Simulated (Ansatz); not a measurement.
**Stationary points along a deformation path in InP**

Level of theory: DFT r2SCAN, scalar-relativistic, plane waves, PAW in Ansatz. Cutoff 500 eV, Γ-centred 16×16×16 k-points, Gaussian smearing of 0.15 eV. No spin polarisation. Energies are free energies at this smearing, counted from the undisturbed cell; pressure is positive in compression.

Reference structure (as given, not relaxed at this level; it stands at -7.4 GPa; this rock-salt form isn't the usual structure):

```yaml
crystal:
  lattice:
    - [0.00000, 2.85500, 2.85500]
    - [2.85500, 0.00000, 2.85500]
    - [2.85500, 2.85500, 0.00000]
  atoms:
    - { symbol: In, position: [0.00000, 0.00000, 0.00000] }
    - { symbol: P, position: [0.50000, 0.50000, 0.50000] }
```

At fixed volume and fractional coordinates, lengths along (0.577, 0.577, 0.577) are scaled against those across it; ρ is that ratio over its starting value. V = 23.271 Å³/atom. Δσ is the stress along the axis less the mean stress across it (compression positive).

| ρ | ΔE (meV/atom) | Δσ (GPa) | space group |
| --- | --- | --- | --- |
| 0.500 | 503.9 | 0.00 | Pm-3m |
| 0.710 | 306.1 | 14.39 | R-3m |
| 1.000 | 0.0 | 0.00 | Fm-3m |
| 1.410 | 412.2 | -21.26 | R-3m |
| 2.000 | 713.2 | -2.28 | R-3m |

**Question.** How does the stress give the slope of the energy, and where is the energy stationary?

**Answer.** Along the path d ln(length) is 2/3 d ln ρ on the axis and −1/3 d ln ρ across it, so dE/d ln ρ = −(2/3) V Δσ: the energy falls with ρ where Δσ is positive. Δσ vanishes or changes sign at ρ = 0.500 (Pm-3m, an end of the scan), at 503.9 meV/atom; at ρ = 1.000 (Fm-3m), a minimum at 0.0 meV/atom. Pairs of stationary points between two samples would go unseen, and could change a minimum read from distant neighbours into a maximum. At ρ = 0.500, 1.000 the cell is cubic, where symmetry alone makes the stress isotropic and the slope zero.

In a metal these slopes depend on the k mesh and the smearing.